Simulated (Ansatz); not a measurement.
# MnO

The computed numbers are results of PBE+U (U_eff = 3.9 eV on Mn 3d), scalar-relativistic (collinear spin) in the plane-wave PAW code Ansatz at 420 eV, 6×6×6 k-mesh, Gaussian smearing of 0.05 eV. The datasets are Ansatz's generated set soft_2.

```
CELL_PARAMETERS angstrom
0.00000 2.26646 2.26646
2.26646 0.00000 2.26646
2.26646 2.26646 0.00000
ATOMIC_POSITIONS crystal
Mn 0.00000 0.00000 0.00000
O 0.50000 0.50000 0.50000
```

The chain of runs began from a cell as deposited in COD, expanded in volume.

Starting moments: Mn 4.8 μB on each such atom, all parallel.

The open shells were started in several ways at this geometry:
- carried from the relaxation
- from atoms, symmetry kept, no search for lower states
- from atoms, default search
- from atoms, wider search

(1) Do they end in different states?

Answer:

(1) No. All 4 end within 0.5 meV/atom, with a gap of 0.01 eV (close to the smearing width), spin moments Mn 4.32; O 0.16 μB and occupations Mn1 up: 0.99 0.99 1.00 1.00 1.00; Mn1 down: 0.03 0.03 0.03 0.08 0.08.

With a Hubbard U or exact exchange the result depends on the state in which the open shell ends, and a lower one can't be excluded. Site moments are of spin, integrated over atomic spheres. A gap on the mesh alone may be smaller, or close, between its points. The k-mesh is coarse, so small energy differences aren't converged.
